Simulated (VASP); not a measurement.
Input of a VASP 6.6.1 run:

File POSCAR:

```
AlRu
1.0
    2.9916000000      0.0000000000      0.0000000000
    0.0000000000      2.9916000000      0.0000000000
    0.0000000000      0.0000000000      2.9916000000
Ru Al
1 1
Direct
    0.5000000000      0.5000000000      0.5000000000
    0.0000000000      0.0000000000      0.0000000000
```

The input INCAR.step1:

```
  PREC = Accurate
  ENCUT = 600
  EDIFF = 1E-5
  ISMEAR = -1
  SIGMA = 0.05
  LREAL = False
  LASPH = True
  NELM = 100
  ALGO = Normal
  LWAVE = True
  LCHARG = False
  GGA = PE
```

Contents of INCAR.step2:

```
  PREC = Accurate
  ENCUT = 600
  EDIFF = 1E-6
  ISMEAR = -1
  SIGMA = 0.05
  LREAL = False
  LASPH = True
  NELM = 100
  ALGO = Normal
  ISIF = 3
  LWAVE = False
  LCHARG = False
  GGA = B3
  LHFCALC = True
  AEXX = 0.2
  AGGAX = 0.72
  AGGAC = 0.81
  ALDAC = 0.19
  PRECFOCK = Fast
  IBRION = 2
  NSW = 40
  EDIFFG = -0.01
  ISTART = 1
```

KPOINTS

```
regular mesh
0
Gamma
  5 5 5
```

Potentials or basis: VASP PAW PBE potentials, release 64 (Ru_pv, Al).

Command:

```sh
$ cat potpaw_PBE.64/Ru_pv/POTCAR potpaw_PBE.64/Al/POTCAR > POTCAR
$ cp INCAR.step1 INCAR
$ mpirun -np 1 vasp_std > vasp.out
$ cp INCAR.step2 INCAR
$ mpirun -np 1 vasp_std > vasp.out
```

Q: What does it give for the relaxed volume?

A: 13.64 Å³/atom.

Q: What does it give for the band gap on the k mesh?

A: None (metal or under the smearing width).

Q: Estimate the space group after relaxing (to 0.05 Å).

A: Pm-3m (No. 221).

Q: Estimate the relaxed cell.

A: a = 3.010 Å, b = 3.010 Å, c = 3.010 Å, α = 90.00°, β = 90.00°, γ = 90.00°.

Final structure:
```xyz
2
Lattice="3.0105 0.0000 0.0000 0.0000 3.0105 0.0000 0.0000 0.0000 3.0105" Properties=species:S:1:pos:R:3 pbc="T T T"
Ru    1.5052    1.5052    1.5052
Al    0.0000    0.0000    0.0000
```

Caveat: the k mesh is coarse (spacing up to 0.42 Å⁻¹), so the values aren't converged, least of all with exact exchange; the PAW data sets were made with another functional, which shifts forces and pressure a little. Zero-point motion and thermal expansion aren't in these numbers.
